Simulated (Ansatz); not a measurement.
The system is Ge.

```
Ge
1.0
     3.99759    0.00000    0.00000
    -1.99879    3.46201    0.00000
     0.00000    0.00000    6.59938
Ge
4
Direct
  0.33333 0.66667 0.93710
  0.66667 0.33333 0.43710
  0.33333 0.66667 0.56290
  0.66667 0.33333 0.06290
```

This isn't the form of Ge at room conditions, which is diamond.

| Quantity | Value |
| --- | --- |
| Program | Ansatz 0.2.0 |
| Task | relaxation of cell and atoms |
| Functional | revPBE |
| Potentials or basis | Ansatz PAW |
| Cutoff | 420 eV (not typed: the program's choice for these potentials) |
| k mesh | 6 × 6 × 3 |
| Occupations | fermi-dirac, width 0.05 eV |
| Spin | no spin polarisation |

At the start: volume 22.83 Å³/atom.

Task: How do energy, volume and symmetry change on relaxing?

Result: It ends after 5 steps and the volume is 24.44 Å³/atom (+7.0 %); space group P6_3/mmc (No. 194, to 0.05 Å).

Step by step:
```csv
step,energy change (eV),largest force (eV/Å),volume (Å³)
1,0.0000,0.0258,91.33
2,-0.0786,0.0291,96.41
3,-0.0815,0.0172,97.64
4,-0.0816,0.0025,97.74
5,-0.0828,0.0025,97.74
```

Final structure:
```cif
data_structure
_symmetry_space_group_name_H-M 'P 1'
_symmetry_Int_Tables_number 1
_cell_length_a 4.0953
_cell_length_b 4.0953
_cell_length_c 6.7295
_cell_angle_alpha 90.000
_cell_angle_beta 90.000
_cell_angle_gamma 120.000
_cell_volume 97.74
loop_
_atom_site_label
_atom_site_type_symbol
_atom_site_fract_x
_atom_site_fract_y
_atom_site_fract_z
_atom_site_occupancy
Ge1 Ge 0.33333 0.66667 0.93738 1
Ge2 Ge 0.66667 0.33333 0.43738 1
Ge3 Ge 0.33333 0.66667 0.56262 1
Ge4 Ge 0.66667 0.33333 0.06262 1
```

Caveat: the plane-wave basis is chosen anew once the cell has moved, so the energies of steps on either side of that aren't comparable; the PAW data sets come from PBE, with cores solved anew for the run's functional, which leaves a small shift of forces and pressure.
